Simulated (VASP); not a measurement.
Input of a VASP 6.6.1 run:

The input INCAR:

```
PREC     = Normal         # precision mode
ENCUT    = 520            # plane-wave cutoff, eV
EDIFF    = 1E-4           # SCF threshold, eV
ISMEAR   = 0              # smearing method
SIGMA    = 0.15           # smearing width, eV
LREAL    = False          # projectors in reciprocal space
LASPH    = True           # aspherical terms in the spheres
NELM     = 60             # most SCF steps
ALGO     = Fast           # electronic algorithm
ISIF     = 3              # what is computed and relaxed
LWAVE    = False          # write WAVECAR
LCHARG   = False          # write CHGCAR
GGA      = PE             # functional
IBRION   = 2              # ionic algorithm
NSW      = 24             # ionic steps
EDIFFG   = -0.08          # ionic threshold
KPAR     = 2
```

File KPOINTS:

```
Automatic mesh
0
Gamma
  5 5 5
```

Contents of POSCAR:

```
HfSiO4
1.0
   -1.9229907300      1.9229907300      4.6934130400
    1.9229907300     -1.9229907300      4.6934130400
    1.9229907300      1.9229907300     -4.6934130400
Hf Si O
1 1 4
Direct
    0.2500000000      0.7500000000      0.5000000000
    0.5000000000      0.5000000000      0.0000000000
    0.0417605000      0.5417605000      0.5000000000
    0.7046895000      0.7046895000      0.0000000000
    0.4582395000      0.9582395000      0.5000000000
    0.2953105000      0.2953105000      0.0000000000
```

Potentials or basis: VASP PAW PBE potentials, release 64 (Hf_pv, Si, O).

Command:

```sh
$ cat potpaw_PBE.64/Hf_pv/POTCAR potpaw_PBE.64/Si/POTCAR potpaw_PBE.64/O/POTCAR > POTCAR
$ mpirun -np 2 vasp_std > vasp.out
```

(1) Predict the relaxed cell.

(2) Estimate the relaxed volume.

Answers

(1) a = 5.586 Å, b = 5.586 Å, c = 5.586 Å, α = 140.77°, β = 140.77°, γ = 56.69°.

(2) 11.52 Å³/atom.

Caveat: the k mesh is coarse (spacing up to 0.46 Å⁻¹), so the values aren't converged.
